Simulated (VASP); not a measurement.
A run of VASP 6.6.1:

File INCAR:

```
SYSTEM = Mn
  ALGO = Normal
  EDIFF = 1E-7
  ENCUT = 520
  GGA = PE
  ISIF = 2
  ISMEAR = 0
  ISPIN = 2
  LASPH = .TRUE.
  LCHARG = .FALSE.
  LMAXMIX = 4
  LORBIT = 11
  LREAL = .FALSE.
  LWAVE = .FALSE.
  MAGMOM = 4 4
  NBANDS = 24
  NELM = 150
  PREC = Accurate
  SIGMA = 0.1
```

File KPOINTS:

```
k-points
0
G
  9 9 4
  0 0 0
```

Contents of POSCAR:

```
Mn
1.0
    2.4836457705      0.0000000000      0.0000000000
   -1.2418228852      2.1509003313      0.0000000000
    0.0000000000      0.0000000000      4.0261950000
Mn
2
Direct
    0.6666666700      0.3333333300      0.7500000000
    0.3333333300      0.6666666700      0.2500000000
```

Potentials or basis: VASP PAW PBE potentials, release 64 (Mn_pv).

Run with:

```sh
$ cat potpaw_PBE.64/Mn_pv/POTCAR > POTCAR
$ mpirun -np 1 vasp_std > vasp.out
```

Hardware: 1 thread of Intel(R) Xeon(R) Platinum 8488C (Sapphire Rapids), with other jobs on the host.

Task: How long does it take, and how much memory?

Result: It took 24 s on 1 thread of Intel(R) Xeon(R) Platinum 8488C (Sapphire Rapids), on a shared host, peak memory 0.14 GiB. Counts: scf iterations 16, k points 36.
